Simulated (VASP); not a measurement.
# Hg (I4/mmm) in VASP: notebook

Aim: see how the results for Hg move with the level of theory and the settings. Levels: revPBE+D4, BLYP, TPSS+D3(BJ), PW91, PBE. Tasks: relaxation of the atoms, electrostatic potential, electron localisation function, relaxation of cell and atoms, single point.

Program: VASP 6.6.1. These are calculated values, not measurements. Logs are shortened: lines on timing, memory, paths and dates and some standing lists are left out, and cuts for length are marked.

### 1 The structure

The structure is tetragonal, space group I4/mmm (No. 139). The conventional cell has a = 3.753 Å, b = 3.753 Å, c = 3.834 Å, α = 90.00°, β = 90.00°, γ = 90.00°. Hg (site symmetry 4/mmm) is surrounded by 12 Hg at 3.27 to 3.75 Å.

### 2 Relaxation of the atoms, revPBE+D4, spin-orbit coupling, no magnetisation (cell strained at random at fixed volume)

Contents of INCAR:

```
PREC     = Accurate       # precision mode
ENCUT    = 520            # plane-wave cutoff, eV
EDIFF    = 1E-6           # SCF threshold, eV
ISMEAR   = 1              # smearing method
SIGMA    = 0.1            # smearing width, eV
LREAL    = False          # projectors in reciprocal space
LASPH    = True           # aspherical terms in the spheres
NELM     = 60             # most SCF steps
ALGO     = Normal         # electronic algorithm
ISIF     = 2              # what is computed and relaxed
LWAVE    = False          # write WAVECAR
LCHARG   = False          # write CHGCAR
LNONCOLLINEAR= True           # non-collinear magnetism
MAGMOM   = 0 0 0          # initial moments
LORBIT   = 11             # projections on sites
LSORBIT  = True           # spin-orbit coupling
GGA_COMPAT= False        
GGA      = RE             # functional
IVDW     = 13             # dispersion correction
IBRION   = 2              # ionic algorithm
NSW      = 60             # ionic steps
EDIFFG   = -0.01          # ionic threshold
```

Contents of KPOINTS:

```
regular mesh
0
Gamma
  7 7 7
```

Contents of POSCAR:

```
Hg
1.0
   -1.8941620000      1.8515640000      1.8945880000
    1.9015910000     -1.8419600000      1.8924590000
    1.9265440000      1.8743420000     -1.8851850000
Hg
1
Direct
    0.4888750000      0.4895150000     -0.0247150000
```

Potentials or basis: VASP PAW PBE potentials, release 64 (Hg).

Run with:

```sh
> cat potpaw_PBE.64/Hg/POTCAR > POTCAR
> mpirun -np 1 vasp_ncl > vasp.out
```

OUTCAR:

```text
PREC = Accurate
   ENCUT = 520
   EDIFF = 1E-6
   ISMEAR = 1
   LREAL = False
   LASPH = True
   NELM = 60
   ISIF = 2
   LNONCOLLINEAR = True
   LORBIT = 11
   LSORBIT = True
   GGA = RE
   IVDW = 13
   IBRION = 2
   NSW = 60
   EDIFFG = -0.01

 ion  position               nearest neighbor table
   1  0.489  0.490  0.975-

  LATTYP: Found a triclinic cell.
 ALAT       =     9.2673817285
 B/A-ratio  =     0.3542624951
 C/A-ratio  =     0.5747279278
 COS(alpha) =     0.0045000373
 COS(beta)  =     0.2951953689
 COS(gamma) =     0.9421101485

  Lattice vectors:

 A1 = (   3.8456590000,   3.7390800000,  -7.5574170000)
 A2 = (   1.9265440000,   1.8743420000,  -1.8851850000)
 A3 = (  -0.0398110000,  -3.7355100000,  -3.7964500000)

Analysis of symmetry for initial positions (statically):
=====================================================================
 Subroutine PRICEL returns:
 Original cell was already a primitive cell.

 Routine SETGRP: Setting up the symmetry group for a
 triclinic supercell.

 Subroutine GETGRP returns: Found  2 space group operations
 (whereof  1 operations were pure point group operations)
 out of a pool of  2 trial point group operations.

The static configuration has the point symmetry C_1 .
 The point group associated with its full space group is S_2 .

Analysis of symmetry for dynamics (positions and initial velocities):
=====================================================================
 Subroutine PRICEL returns:
 Original cell was already a primitive cell.

 Routine SETGRP: Setting up the symmetry group for a
 triclinic supercell.

 Subroutine GETGRP returns: Found  2 space group operations
 (whereof  1 operations were pure point group operations)
 out of a pool of  2 trial point group operations.

The dynamic configuration has the point symmetry C_1 .
 The point group associated with its full space group is S_2 .

Analysis of structural, dynamic, and magnetic symmetry:
=====================================================================
 Subroutine PRICEL returns:
 Original cell was already a primitive cell.

 Routine SETGRP: Setting up the symmetry group for a
 triclinic supercell.

 Subroutine GETGRP returns: Found  2 space group operations
 (whereof  1 operations were pure point group operations)
 out of a pool of  2 trial point group operations.

[... 138 lines left out ...]

 number of electron      12.0000001 magnetization       0.0000003      0.0000004     -0.0000008

 number of electron      12.0000001 magnetization      -0.0000000     -0.0000000      0.0000001

 Free energy of the ion-electron system (eV)
  ---------------------------------------------------
  ext. energy  EPLUGINS =         0.00000000
  ---------------------------------------------------
  free energy    TOTEN  =        -0.05051701 eV

  energy without entropy =       -0.04962794  energy(sigma->0) =       -0.05022065

 E-fermi :   1.6232     XC(G=0): -10.0276

 val. band max:        1.6231432995   @ k =   0.4286  -0.0000   0.1429
 cond. band min:       1.6394414552   @ k =   0.4286   0.1429   0.0000
 fundamental gap:      0.0162981558
 Fermi energy:         1.6232305769

 k-point     1 :       0.0000    0.0000    0.0000
  band No.  band energies     occupation
      1      -6.1304      1.00000
      2      -6.1304      1.00000
      3      -5.8087      1.00000
      4      -5.8087      1.00000
      5      -5.7860      1.00000
      6      -5.7860      1.00000
[... 541 lines left out ...]
     19      16.3665      0.00000
     20      16.3665      0.00000

 [... further k-points ...]

------------------------ aborting loop because EDIFF is reached ----------------------------------------

  DFT-D4 for vdW energy calculation

  Edisp (eV):   -0.64836

  FORCE on cell =-STRESS in cart. coord.  units (eV):
  Direction    XX          YY          ZZ          XY          YZ          ZX
  --------------------------------------------------------------------------------------
  -------------------------------------------------------------------------------------
  Total      -0.26775    -0.24996    -0.25375     0.01663     0.00518    -0.00322
  in kB     -15.88518   -14.82954   -15.05440     0.98680     0.30742    -0.19080
  external pressure =      -15.26 kB  Pullay stress =        0.00 kB

 VOLUME and BASIS-vectors are now :
 -----------------------------------------------------------------------------
  energy-cutoff  :      520.00
  volume of cell :       27.01
      direct lattice vectors                 reciprocal lattice vectors
    -1.894162000  1.851564000  1.894588000    -0.002765355  0.267750433  0.263384391
     1.901591000 -1.841960000  1.892459000     0.260747813 -0.002931296  0.263553913
     1.926544000  1.874342000 -1.885185000     0.258974762  0.266143323 -0.001182970

 POSITION                                       TOTAL-FORCE (eV/Angst)
 -----------------------------------------------------------------------------------
      1.88378      1.83153      0.01401         0.000000      0.000000      0.000000
 -----------------------------------------------------------------------------------
    total drift:                                0.000003      0.000006     -0.000001

  FREE ENERGIE OF THE ION-ELECTRON SYSTEM (eV)
  ---------------------------------------------------
  free  energy   TOTEN  =        -0.6988726108 eV

  energy  without entropy=       -0.6979835371  energy(sigma->0) =       -0.69857625

 reached required accuracy - stopping structural energy minimisation

 Spin-Orbit-Coupling matrix elements

 Ion:    1  E_soc:     -0.4750306
 l=   1
     0.0000000    -0.0114848    -0.0115995
    -0.0114848     0.0000000    -0.0118160
    -0.0115995    -0.0118160     0.0000000
 l=   2
     0.0000000    -0.0138394     0.0000000    -0.0138480    -0.0536894
    -0.0138394     0.0000000    -0.0402355    -0.0138442    -0.0134156
     0.0000000    -0.0402355     0.0000000    -0.0403072     0.0000000
    -0.0138480    -0.0138442    -0.0403072     0.0000000    -0.0134357
    -0.0536894    -0.0134156     0.0000000    -0.0134357     0.0000000
 l=   3
     0.0000000     0.0000000     0.0000000     0.0000000     0.0000000     0.0000000     0.0000000
     0.0000000     0.0000000     0.0000000     0.0000000     0.0000000     0.0000000     0.0000000
     0.0000000     0.0000000     0.0000000     0.0000000     0.0000000     0.0000000     0.0000000
     0.0000000     0.0000000     0.0000000     0.0000000     0.0000000     0.0000000     0.0000000
     0.0000000     0.0000000     0.0000000     0.0000000     0.0000000     0.0000000     0.0000000
     0.0000000     0.0000000     0.0000000     0.0000000     0.0000000     0.0000000     0.0000000
     0.0000000     0.0000000     0.0000000     0.0000000     0.0000000     0.0000000     0.0000000

 total charge

# of ion       s       p       d       tot
------------------------------------------
    1        0.926   0.162   9.346  10.433

 magnetization (x)

# of ion       s       p       d       tot
------------------------------------------
    1       -0.000  -0.000  -0.000  -0.000

 magnetization (y)

# of ion       s       p       d       tot
------------------------------------------
    1        0.000  -0.000  -0.000  -0.000

 magnetization (z)

# of ion       s       p       d       tot
------------------------------------------
    1        0.000   0.000   0.000   0.000
```

CONTCAR:

```text
Hg
   1.00000000000000
    -1.8941619999999999    1.8515640000000000    1.8945879999999999
     1.9015910000000000   -1.8419600000000000    1.8924589999999999
     1.9265440000000000    1.8743420000000000   -1.8851850000000001
  Hg
     1
Direct
     0.4888750000000002    0.4895149999999973    0.9752849999999995

  0.00000000E+00  0.00000000E+00  0.00000000E+00
```

It took 64 s on 1 thread of Intel Xeon Platinum 8488C (Sapphire Rapids), shared host; peak memory 0.28 GiB.

Results:

- Free energy: -0.6989 eV
- Pressure after relaxing: -1.5 GPa
- Valence electrons inside the program's atomic spheres: Hg 10.43
- Dispersion energy per atom: -0.648 eV

Stress tensor (GPa, compression positive):
```
-1.59  0.10 -0.02
 0.10 -1.48  0.03
-0.02  0.03 -1.51
```

Final structure:
```xyz
1
Lattice="-1.8942 1.8516 1.8946 1.9016 -1.8420 1.8925 1.9265 1.8743 -1.8852" Properties=species:S:1:pos:R:3 pbc="T T T"
Hg    1.8838    1.8315    0.0140
```

Caveat: the relaxation stopped at its first step, so nothing moved; the PAW data sets were made with another functional, which shifts forces and pressure a little.

### 3 Electrostatic potential, BLYP, spin-orbit coupling, no magnetisation

Contents of INCAR:

```
SYSTEM = Hg
PREC     = Accurate       ! precision mode
ENCUT    = 520            ! plane-wave cutoff, eV
EDIFF    = 1E-6           ! SCF threshold, eV
ISMEAR   = 1              ! smearing method
SIGMA    = 0.1            ! smearing width, eV
LREAL    = .False.        ! projectors in reciprocal space
LASPH    = .True.         ! aspherical terms in the spheres
NELM     = 100            ! most SCF steps
ALGO     = Normal         ! electronic algorithm
ISIF     = 2              ! what is computed and relaxed
LWAVE    = .False.        ! write WAVECAR
LCHARG   = .True.         ! write CHGCAR
LNONCOLLINEAR= .True.         ! non-collinear magnetism
MAGMOM   = 0 0 0          ! initial moments
LORBIT   = 11             ! projections on sites
LSORBIT  = .True.         ! spin-orbit coupling
GGA_COMPAT= .False.      
GGA      = B5             ! functional
ALDAX    = 1.0          
AGGAX    = 1.0          
AGGAC    = 1.0          
ALDAC    = 0.0          
LVHAR    = .True.
```

Contents of KPOINTS:

```
regular mesh
0
Gamma
  7 7 7
  0 0 0
```

Contents of POSCAR:

```
Hg
1.0
   -1.8767364354      1.8767364354      1.9168448550
    1.8767364354     -1.8767364354      1.9168448550
    1.8767364354      1.8767364354     -1.9168448550
Hg
1
Cartesian
    0.0000000000      0.0000000000      1.9168448550
```

Potentials or basis: VASP PAW PBE potentials, release 64 (Hg).

Run with:

```sh
> cat potpaw_PBE.64/Hg/POTCAR > POTCAR
> mpirun -np 1 vasp_ncl > vasp.out
```

It took 23 s on 1 thread of Intel Xeon Platinum 8488C (Sapphire Rapids), shared host; peak memory 0.2 GiB.

Results (log left out):

- Free energy: 0.0439 eV
- Pressure: 4.6 GPa
- Valence electrons inside the program's atomic spheres: Hg 10.46

Stress tensor (GPa, compression positive):
```
4.68 0.00 0.00
0.00 4.68 0.00
0.00 0.00 4.58
```

Caveat: the PAW data sets were made with another functional, which shifts forces and pressure a little.

### 4 Electron localisation function, TPSS+D3(BJ)

Contents of INCAR:

```
PREC = Accurate
ENCUT = 300
EDIFF = 1E-7
ISMEAR = 1
SIGMA = 0.1
LREAL = False
LASPH = True
NELM = 80
ALGO = Normal
ISIF = 2
LWAVE = False
LCHARG = True
METAGGA = TPSS
LMIXTAU = True
IVDW = 12
LELF = True
```

Contents of KPOINTS:

```
Automatic mesh
0
Gamma
  10 10 10
```

POSCAR is that of step 3.

Run with:

```sh
> cat potpaw_PBE.64/Hg/POTCAR > POTCAR
> mpirun -np 1 vasp_std > vasp.out
```

Run time: 38 s. Hardware: 1 thread of Intel Xeon Platinum 8488C (Sapphire Rapids), shared host; peak memory 0.14 GiB.

The run converged, but some of its settings lie outside the range that counts as converged (typed here: ENCUT = 300), so its numbers aren't taken as properties of the crystal.

What came out:

* Free energy: -0.6372 eV
* Pressure: -4.7 GPa
* Band gap on the k mesh: none (metal or under the smearing width)
* Dispersion energy per atom: -0.563 eV

Caveat: the PAW data sets were made with another functional, which shifts forces and pressure a little; pairwise dispersion overbinds metals, which lowers pressure and volume.

### 5 Relaxation of cell and atoms, PW91, spin-orbit coupling, no magnetisation (cell strained at random at fixed volume)

Contents of INCAR:

```
SYSTEM = Hg
PREC = Accurate
ENCUT = 600
EDIFF = 1E-6
ISMEAR = 1
SIGMA = 0.2
LREAL = .False.
LASPH = .True.
NELM = 60
ALGO = Normal
ISIF = 3
LWAVE = .False.
LCHARG = .False.
MAGMOM = 0 0 0
LORBIT = 11
LSORBIT = .True.
GGA_COMPAT = .False.
GGA = 91
IBRION = 2
NSW = 60
EDIFFG = -0.02
```

Contents of KPOINTS:

```
Automatic mesh
0
Gamma
  7 7 7
  0 0 0
```

Contents of POSCAR:

```
Hg
1.0
   -1.8624620000      1.8770560000      1.8797830000
    1.9144110000     -1.8721980000      1.9258890000
    1.8670400000      1.8767760000     -1.8750270000
Hg
1
Direct
    0.5007590000      0.5005390000     -0.0014480000
```

Run with:

```sh
> cat potpaw_PBE.64/Hg/POTCAR > POTCAR
> mpirun -np 1 vasp_ncl > vasp.out
```

Run time: 5.2 min. Hardware: 1 thread of Intel Xeon Platinum 8488C (Sapphire Rapids), shared host; peak memory 0.36 GiB.

Results (log left out):

| Property | Result |
| --- | --- |
| Free energy | -0.4473 eV |
| Relaxed volume | 27.25 Å³/atom |
| Relaxed cell | a = 3.258 Å, b = 3.305 Å, c = 3.258 Å, α = 109.41°, β = 109.26°, γ = 108.98° |
| Space group after relaxing (to 0.05 Å) | Fmmm (No. 69) |
| Energy gained by relaxing | 0.2 meV/atom |
| Ionic steps | 3 |
| Pressure after relaxing | 0.0 GPa |
| Valence electrons inside the program's atomic spheres | Hg 10.43 |

Stress tensor (GPa, compression positive):
```
-0.06 -0.01 -0.08
-0.01  0.03 -0.01
-0.08 -0.01 -0.12
```

The path:
| step | energy change (eV) | largest force (eV/Å) | pressure (GPa) | volume (Å³) |
| --- | --- | --- | --- | --- |
| 1 | 0.0000 | 0.0000 | 0.20 | 27.01 |
| 2 | -0.0002 | 0.0000 | 0.06 | 27.14 |
| 3 | -0.0002 | 0.0000 | -0.05 | 27.25 |

Final structure:
```
Hg
1.0
    -1.87112    1.88596    1.88602
     1.91630   -1.88163    1.92588
     1.87527    1.88579   -1.88180
Hg
1
Direct
  0.50076 0.50054 0.99855
```

Caveat: the PAW data sets were made with another functional, which shifts forces and pressure a little.

### 6 Single point, PBE

Contents of INCAR:

```
PREC = Accurate ; ENCUT = 500
EDIFF = 1E-6 ; ISMEAR = 0
SIGMA = 0.05 ; LREAL = False
LASPH = True ; NELM = 60
ALGO = Normal ; ISIF = 2
LWAVE = False ; LCHARG = False
GGA = PE ; NBANDS = 12
```

Contents of KPOINTS:

```
Automatic mesh
0
Gamma
  10 10 10
```

Contents of POSCAR:

```
Hg
1.0
   -1.8767364354      1.8767364354      1.9168448550
    1.8767364354     -1.8767364354      1.9168448550
    1.8767364354      1.8767364354     -1.9168448550
Hg
1
Cartesian
    0.0000000000      0.0000000000      1.9168448550
```

Potentials or basis: VASP PAW PBE potentials, release 64 (Hg).

Run with:

```sh
> cat potpaw_PBE.64/Hg/POTCAR > POTCAR
> mpirun -np 1 vasp_std > vasp.out
```

It took 9.7 s on 1 thread of AMD EPYC 9R45 (Zen 5), shared host; peak memory 0.13 GiB.

It converged, with:

```yaml
Free_energy: -0.1683 eV
Pressure: 1.7 GPa
Band_gap_on_the_k_mesh: none (metal or under the smearing width)
```

Stress tensor (GPa, compression positive):
```
1.63 0.00 0.00
0.00 1.63 0.00
0.00 0.00 1.74
```

Levels at points of the mesh, in eV from the Fermi level:
| k point | band 2 | band 3 | band 4 | band 5 | band 6 | band 7 | band 8 | band 9 | band 10 | band 11 |
| --- | --- | --- | --- | --- | --- | --- | --- | --- | --- | --- |
| (0.00, 0.00, 0.00) | -6.67 | -6.67 | -6.62 | -5.99 | -5.94 | 14.42 | 14.53 | 14.53 | 14.61 | 15.01 |
| (0.50, 0.00, 0.00) | -6.98 | -6.05 | -5.94 | -5.47 | -1.53 | -0.82 | 8.91 | 9.88 | 13.63 | 14.56 |
| (0.50, 0.50, 0.00) | -7.03 | -5.98 | -5.92 | -5.46 | -1.41 | -0.74 | 8.58 | 9.52 | 13.22 | 14.27 |
| (0.50, 0.50, 0.50) | -7.17 | -5.60 | -5.58 | -5.58 | 2.31 | 3.55 | 3.99 | 3.99 | 9.37 | 9.64 |

Spin-orbit coupling is left out, which matters for the levels of Hg.

### 7 Summary

```tsv
task	level	spin	cell	k mesh	cutoff (eV)	smearing	pressure (GPa)
relaxation of the atoms	revPBE+D4	SOC, no magnetisation	atoms relaxed from: cell strained at random at fixed volume	7 × 7 × 7	520	methfessel-paxton 0.1 eV	-1.5
electrostatic potential	BLYP	SOC, no magnetisation	as given	7 × 7 × 7	520	methfessel-paxton 0.1 eV	4.6
relaxation of cell and atoms	PW91	SOC, no magnetisation	relaxed from: cell strained at random at fixed volume	7 × 7 × 7	600	methfessel-paxton 0.2 eV	0.0
single point	PBE	off	as given	10 × 10 × 10	500	gaussian 0.05 eV	1.7
```

Alike in all rows: potentials or basis VASP PAW PBE potentials, release 64 (Hg).

Caveats: the PAW data sets were made with another functional, which shifts forces and pressure a little (some runs); the relaxation stopped at its first step, so nothing moved (some runs).

Absolute energies hang on the potentials; compare differences alone.
